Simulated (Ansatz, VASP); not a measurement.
Two plane-wave programs on CoSn

```
Co Sn
1.0
     5.23240    0.00000    0.00000
    -2.61620    4.53139    0.00000
     0.00000    0.00000    4.21041
Co Sn
3 3
Cartesian
  -1.3081 2.2657 0.0000
  1.3081 2.2657 0.0000
  2.6162 0.0000 0.0000
  2.6162 1.5105 2.1052
  0.0000 3.0209 2.1052
  0.0000 0.0000 0.0000
```

Alike in both runs: functional PBE; dispersion D3(BJ); k mesh 9 × 9 × 8; occupations fermi-dirac, width 0.15 eV; no spin polarisation.

Ansatz relaxed the structure, and its values are those at the end. VASP's run is a single point on that final structure, the one shown.

|  | VASP | Ansatz |
| --- | --- | --- |
| version | VASP 6.6.1 | Ansatz 0.2.0 |
| potentials or method | VASP PAW PBE potentials, release 64 (Co, Sn_d) | scalar-relativistic, plane waves, PAW |
| plane-wave cutoff (eV) | 520 | 420 |
| valence electrons in the cell | 69 | 93 |

Ansatz gave:

```
gap on the k mesh at the Fermi level (eV) : none
pressure (GPa)                            : 0.0
```

Task: Which values does VASP return?

Result: gap on the k mesh at the Fermi level (eV): none; pressure (GPa): -0.1.

A gap of «none» marks a metal or a gap that the smearing closes. The two sets of potentials don't hold the same shells in valence.

Caveats: pairwise dispersion overbinds metals, which lowers pressure and volume. Spin polarisation is off, so any magnetic state and its effect on volume and gap are missing.
